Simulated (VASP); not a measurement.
# Nb in VASP: relaxation of the atoms with PBEsol+D3(BJ)

Aim: the relaxation of the atoms of Nb with PBEsol+D3(BJ).

Everything below comes from runs of VASP 6.6.1. Logs are shortened: lines on timing, memory, paths and dates and some standing lists are left out, and cuts for length are marked.

### Step 1. Starting point

The cell holds a slab with vacuum, 6 atoms: a = 3.227 Å, b = 4.564 Å, c = 23.564 Å, α = 90.00°, β = 90.00°, γ = 90.00°.

The cell was built by a generator and needn't be a form met in nature.

### Step 2. Relaxation of the atoms, PBEsol+D3(BJ)

INCAR

```
SYSTEM = Nb
PREC = Accurate
ENCUT = 520
EDIFF = 1E-6
ISMEAR = 1
SIGMA = 0.1
LREAL = .FALSE.
LASPH = .TRUE.
NELM = 120
ALGO = Fast
ISIF = 2
LWAVE = .FALSE.
LCHARG = .FALSE.
LDIPOL = .TRUE.
IDIPOL = 3
DIPOL = 0.5 0.5 0.500
GGA = PS
IVDW = 12
IBRION = 2
NSW = 90
EDIFFG = -0.02
KPAR = 2
```

KPOINTS

```
regular mesh
0
G
  10 7 1
  0 0 0
```

POSCAR

```
Nb
1.0
    1.8633749200      2.6352100400      0.0000000000
   -3.7267498400      2.6352100400      0.0000000000
    0.0000000000      0.0000000000     23.5643390700
Nb
6
Selective dynamics
Direct
    0.0000000000      0.0000000000      0.4031515600  F F F
    0.5000000000      0.5000000000      0.4031515600  F F F
    0.5000000000      1.0000000000      0.4999979100  T T T
    0.0000000000      0.5000000000      0.4999979100  T T T
    0.0000000000      1.0000000000      0.5968484400  T T T
    0.5000000000      0.5000000000      0.5968484400  T T T
```

Potentials or basis: VASP PAW PBE potentials, release 64 (Nb_sv).

On the command line:

```
$ cat potpaw_PBE.64/Nb_sv/POTCAR > POTCAR
$ mpirun -np 2 vasp_std > vasp.out
```

OUTCAR:

```text
SYSTEM = Nb
   PREC = Accurate
   ENCUT = 520
   EDIFF = 1E-6
   ISMEAR = 1
   LREAL = .FALSE.
   LASPH = .TRUE.
   NELM = 120
   ISIF = 2
   GGA = PS
   IVDW = 12
   IBRION = 2
   NSW = 90
   EDIFFG = -0.02
 IVDW          = 12

 ion  position               nearest neighbor table
   1  0.000  0.000  0.403-   3 2.80   3 2.80   2 2.80   2 2.80   2 2.80   2 2.80
   2  0.500  0.500  0.403-   4 2.80   4 2.80   1 2.80   1 2.80   1 2.80   1 2.80
   3  0.500  0.000  0.500-   1 2.80   1 2.80   4 2.80   4 2.80   4 2.80   4 2.80   5 2.80   5 2.80

   4  0.000  0.500  0.500-   2 2.80   2 2.80   3 2.80   3 2.80   3 2.80   3 2.80   6 2.80   6 2.80

   5  0.000  0.000  0.597-   6 2.80   6 2.80   6 2.80   6 2.80   3 2.80   3 2.80
   6  0.500  0.500  0.597-   5 2.80   5 2.80   5 2.80   5 2.80   4 2.80   4 2.80

  LATTYP: Found a simple orthorhombic cell.
 ALAT       =     3.2274599993
 B/A-ratio  =     1.4142135702
 C/A-ratio  =     7.3012025168

  Lattice vectors:

 A1 = (   1.8633749200,   2.6352100400,   0.0000000000)
 A2 = (  -3.7267498400,   2.6352100400,   0.0000000000)
 A3 = (   0.0000000000,   0.0000000000,  23.5643390700)

Analysis of symmetry for initial positions (statically):
=====================================================================
 Subroutine PRICEL returns following result:

  LATTYP: Found a base centered orthorhombic cell.
 ALAT       =     3.2274599993
 B/A-ratio  =     1.4142135702
 C/A-ratio  =     7.3012025168

  Lattice vectors:

 A1 = (   2.7950623800,   0.0000000000,   0.0000000000)
 A2 = (  -0.9316874600,   2.6352100400,   0.0000000000)
 A3 = (   0.0000000000,   0.0000000000,  23.5643390700)

   2 primitive cells build up your supercell.

 Routine SETGRP: Setting up the symmetry group for a
 simple orthorhombic supercell.

 Subroutine GETGRP returns: Found  8 space group operations
 (whereof  8 operations were pure point group operations)
 out of a pool of  8 trial point group operations.

The static configuration has the point symmetry D_2h.

Analysis of symmetry for dynamics (positions and initial velocities):
=====================================================================
 Subroutine PRICEL returns following result:

  LATTYP: Found a base centered orthorhombic cell.
 ALAT       =     3.2274599993
 B/A-ratio  =     1.4142135702
 C/A-ratio  =     7.3012025168

  Lattice vectors:

 A1 = (   2.7950623800,   0.0000000000,   0.0000000000)
 A2 = (  -0.9316874600,   2.6352100400,   0.0000000000)
 A3 = (   0.0000000000,   0.0000000000,  23.5643390700)

   2 primitive cells build up your supercell.

 Routine SETGRP: Setting up the symmetry group for a
 simple orthorhombic supercell.

 Subroutine GETGRP returns: Found  8 space group operations
 (whereof  8 operations were pure point group operations)
 out of a pool of  8 trial point group operations.

The dynamic configuration has the point symmetry D_2h.

Analysis of constrained symmetry for selective dynamics:
=====================================================================
 Subroutine PRICEL returns following result:

  LATTYP: Found a base centered orthorhombic cell.
 ALAT       =     3.2274599993
 B/A-ratio  =     1.4142135702
 C/A-ratio  =     7.3012025168

  Lattice vectors:

 A1 = (   2.7950623800,   0.0000000000,   0.0000000000)
 A2 = (  -0.9316874600,   2.6352100400,   0.0000000000)
 A3 = (   0.0000000000,   0.0000000000,  23.5643390700)

   2 primitive cells build up your supercell.

 Routine SETGRP: Setting up the symmetry group for a
 simple orthorhombic supercell.

 Subroutine GETGRP returns: Found  4 space group operations
 (whereof  4 operations were pure point group operations)
 out of a pool of  8 trial point group operations.

The constrained configuration has the point symmetry C_2v.

 Subroutine INISYM returns: Found  4 space group operations
 (whereof  4 operations are pure point group operations),
 and found     2 'primitive' translations

----------------------------------------------------------------------------------------

                                     Primitive cell

  volume of cell :     173.5649

  direct lattice vectors                    reciprocal lattice vectors
     2.795062380  0.000000000  0.000000000     0.357773768  0.126492131  0.000000000
    -0.931687460  2.635210040  0.000000000     0.000000000  0.379476393  0.000000000
     0.000000000  0.000000000 23.564339070     0.000000000  0.000000000  0.042437006

  length of vectors
     2.795062380  2.795062339 23.564339070     0.379476387  0.379476393  0.042437006

  position of ions in fractional coordinates (direct lattice)
     0.000000000  0.000000000  0.403151560
     0.500000000  0.500000000  0.499997910
     0.000000000  0.000000000  0.596848440

  ion indices of the primitive-cell ions
   primitive index   ion index
                 1           1
                 2           3
                 3           5

----------------------------------------------------------------------------------------

 KPOINTS: regular mesh

Automatic generation of k-mesh.
 Grid dimensions read from file:
 generate k-points for:   10    7    1

 Generating k-lattice:

  Cartesian coordinates                     Fractional coordinates (reciprocal lattice)
     0.017888688  0.025298426  0.000000000     0.100000000  0.000000000  0.000000000
    -0.025555269  0.018070304  0.000000000     0.000000000  0.142857143  0.000000000
     0.000000000  0.000000000  0.042437006     0.000000000  0.000000000  1.000000000

  Length of vectors
     0.030984118  0.031298685  0.042437006

  Shift w.r.t. Gamma in fractional coordinates (k-lattice)
     0.000000000  0.000000000  0.000000000

 Subroutine IBZKPT returns following result:
 ===========================================

 Found     24 irreducible k-points:

 Following reciprocal coordinates:
            Coordinates               Weight
  0.000000  0.000000  0.000000      1.000000
  0.100000  0.000000  0.000000      2.000000
  0.200000  0.000000  0.000000      2.000000
  0.300000 -0.000000  0.000000      2.000000
  0.400000 -0.000000  0.000000      2.000000
  0.500000 -0.000000  0.000000      1.000000
[... 16 lines left out ...]
  0.400000  0.428571  0.000000      4.000000
  0.500000  0.428571  0.000000      2.000000
   k-points           NKPTS =     24   k-points in BZ     NKDIM =     24   number of bands    NBANDS=     46
   number of dos      NEDOS =    301   number of ions     NIONS =      6
   total plane-waves  NPLWV = 155520
   dimension x,y,z NGX =    24 NGY =   36 NGZ =  180
   dimension x,y,z NGXF=    48 NGYF=   72 NGZF=  360
   ions per type =               6
   NGX,Y,Z   is equivalent  to a cutoff of  12.36, 13.11, 12.70 a.u.
   NGXF,Y,Z  is equivalent  to a cutoff of  24.72, 26.22, 25.40 a.u.
 SYSTEM =  Nb
   PREC   = accura    normal or accurate (medium, high low for compatibility)
   ISTART =      0    job   : 0-new  1-cont  2-samecut
   ICHARG =      2    charge: 1-file 2-atom 10-const
   ISPIN  =      1    spin polarized calculation?
   LNONCOLLINEAR =      F non collinear calculations
   LSORBIT =      F    spin-orbit coupling
   LASPH  =      T    aspherical Exc in radial PAW
   ENCUT  =  520.0 eV  38.22 Ry    6.18 a.u.   6.00  8.49 43.81*2*pi/ulx,y,z
   NELM   =    120;   NELMIN=  2; NELMDL= -5     # of ELM steps
   EDIFF  = 0.1E-05   stopping-criterion for ELM
   LREAL  =      F    real-space projection
   EDIFFG = -.2E-01   stopping-criterion for IOM
   NSW    =     90    number of steps for IOM
   IBRION =      2    ionic relax: 0-MD 1-quasi-New 2-CG
   NFREE  =      1    steps in history (QN), initial steepest desc. (CG)
   ISIF   =      2    stress and relaxation
   ISYM   =      2    0-nonsym 1-usesym 2-fastsym
   POTIM  = 0.5000    time-step for ionic-motion
   TEBEG  =    0.0;   TEEND  =   0.0 temperature during run
   PSTRESS=    0.0 pullay stress
   NELECT =      78.0000    total number of electrons
   NUPDOWN=      -1.0000    fix difference up-down
   EMIN   =  10.00;   EMAX   =-10.00  energy-range for DOS
   EFERMI =   0.00;   METHOD = LEGACY
   ISMEAR =     1;   SIGMA  =   0.10  broadening in eV -4-tet -1-fermi 0-gaus
   EFERMI_NEDOS =   21; number of points for ismear=-14 and -15
   IALGO  =     68    algorithm
   IMIX   =      4    mixing-type and parameters
     AMIX     =   0.40;   BMIX     =  1.00
     AMIX_MAG =   1.60;   BMIX_MAG =  1.00
  volume/ion in A,a.u.               =      57.85       390.42
  Fermi-wavevector in a.u.,A,eV,Ry     =   0.995273  1.880794 13.477509  0.990569
  Thomas-Fermi vector in A             =   2.127282
   LORBIT       =      0    0 simple, 1 ext, 2 COOP (PROOUT), +10 PAW based schemes
   GGA     = PS    functional components
   LHFCALC =     F    Hartree Fock is set to
   AEXX    =    0.0000 exact exchange contribution
   IVDW    =    12    specifies the selected vdW correction
   LEPSILON=     F    determine dielectric tensor
   LRPA    =     F    only Hartree local field effects (RPA)
 conjugate gradient relaxation of ions
 non-spin polarized calculation
 RMM-DIIS sequential band-by-band and
 Methfessel and Paxton  Order N= 1 SIGMA  =   0.10
  energy-cutoff  :      520.00
  volume of cell :      347.13
 maximum number of plane-waves:      9416
   NGX = 13   NGY = 17   NGZ = 87

--------------------------------------- Ionic step        1  -------------------------------------------

 number of electron      77.9999999 magnetization

 Free energy of the ion-electron system (eV)
  ---------------------------------------------------
  ext. energy  EPLUGINS =         0.00000000
  ---------------------------------------------------
  free energy    TOTEN  =       -61.45227776 eV

  energy without entropy =      -61.45041462  energy(sigma->0) =      -61.45165672

------------------------ aborting loop because EDIFF is reached ----------------------------------------

 Edisp (eV)   -2.89330

 E8    (eV) :    -2.1134

  FORCE on cell =-STRESS in cart. coord.  units (eV):
  Direction    XX          YY          ZZ          XY          YZ          ZX
  --------------------------------------------------------------------------------------
  -------------------------------------------------------------------------------------
  Total      -8.58149    -7.47635    -0.91162     1.56289     0.00000     0.00000
  in kB     -39.60783   -34.50709    -4.20757     7.21353     0.00000     0.00000
  external pressure =      -26.11 kB  Pullay stress =        0.00 kB
[... 153 lines left out ...]
  FREE ENERGIE OF THE ION-ELECTRON SYSTEM (eV)
  ---------------------------------------------------
  free  energy   TOTEN  =       -64.3474085413 eV

  energy  without entropy=      -64.3453225184  energy(sigma->0) =      -64.34671320

 dipolmoment           0.000000      0.000000      0.001031 electrons x Angstroem

--------------------------------------- Ionic step        5  -------------------------------------------

 number of electron      77.9999997 magnetization

 dipolmoment           0.000000      0.000000     -0.000007 electrons x Angstroem

 Free energy of the ion-electron system (eV)
  ---------------------------------------------------
  ext. energy  EPLUGINS =         0.00000000
  ---------------------------------------------------
  free energy    TOTEN  =       -61.44830463 eV

  energy without entropy =      -61.44621953  energy(sigma->0) =      -61.44760960

 E-fermi :   0.3115     XC(G=0):  -4.7040

 val. band max:        0.3085050593   @ k =   0.5000  -0.0000   0.0000
 cond. band min:       0.3296443151   @ k =   0.4000   0.1429   0.0000
 fundamental gap:      0.0211392558
 Fermi energy:         0.3115231522

 k-point     1 :       0.0000    0.0000    0.0000
  band No.  band energies     occupation
      1     -54.2002      2.00000
      2     -54.1580      2.00000
      3     -53.9077      2.00000
      4     -53.8864      2.00000
      5     -53.8339      2.00000
      6     -53.5811      2.00000
[... 1165 lines left out ...]
     45       3.4790      0.00000
     46       3.5167      0.00000

------------------------ aborting loop because EDIFF is reached ----------------------------------------

 vacuum level on the upper side and lower side of the slab       (xc-potential included)        -0.009        -0.007

 Edisp (eV)   -2.89946

 E8    (eV) :    -2.1181

  FORCE on cell =-STRESS in cart. coord.  units (eV):
  Direction    XX          YY          ZZ          XY          YZ          ZX
  --------------------------------------------------------------------------------------
  -------------------------------------------------------------------------------------
  Total      -8.13873    -7.10826    -0.13208     1.45731     0.00000     0.00000
  in kB     -37.56430   -32.80816    -0.60960     6.72620     0.00000     0.00000
  external pressure =      -23.66 kB  Pullay stress =        0.00 kB
[... 21 lines left out ...]
  FREE ENERGIE OF THE ION-ELECTRON SYSTEM (eV)
  ---------------------------------------------------
  free  energy   TOTEN  =       -64.3477670514 eV

  energy  without entropy=      -64.3456819582  energy(sigma->0) =      -64.34707202

 reached required accuracy - stopping structural energy minimisation

 vacuum level on the upper side and lower side of the slab         5.079         5.078
```

It took 24 min on 2 MPI ranks of Intel Xeon Platinum 8375C at 2.90GHz (Ice Lake), shared host; peak memory 0.58 GiB.

What came out:

- Free energy: -64.3478 eV
- Energy gained by relaxing: 0.4 meV/atom
- Ionic steps: 5
- Band gap on the k mesh: none (metal or under the smearing width)
- Dispersion energy per atom: -0.483 eV

The path:
```tsv
step	energy change (eV)	largest force (eV/Å)	pressure (GPa)
1	0.0000	0.0871	-2.61
2	-0.0006	0.0792	-2.56
3	-0.0013	0.0674	-2.46
4	-0.0018	0.0449	-2.43
5	-0.0022	0.0062	-2.37
```

Final structure:
```xyz
6
Lattice="1.8634 2.6352 0.0000 -3.7267 2.6352 0.0000 0.0000 0.0000 23.5643" Properties=species:S:1:pos:R:3 pbc="T T T"
Nb    0.0000    0.0000    9.5000
Nb   -0.9317    2.6352    9.5000
Nb    0.9317    1.3176   11.7686
Nb   -1.8634    1.3176   11.7686
Nb    0.0000    0.0000   14.0391
Nb   -0.9317    2.6352   14.0391
```

Levels at points of the mesh, in eV from the Fermi level:
| k point | band 36 | band 37 | band 38 | band 39 | band 40 | band 41 | band 42 | band 43 |
| --- | --- | --- | --- | --- | --- | --- | --- | --- |
| (0.00, 0.00, 0.00) | -0.63 | -0.22 | -0.18 | 0.27 | 0.87 | 0.94 | 1.18 | 1.61 |
| (0.50, 0.00, 0.00) | -0.61 | -0.52 | -0.52 | -0.30 | -0.30 | 0.00 | 0.00 | 0.31 |

Caveat: the PAW data sets were made with another functional, which shifts forces and pressure a little.
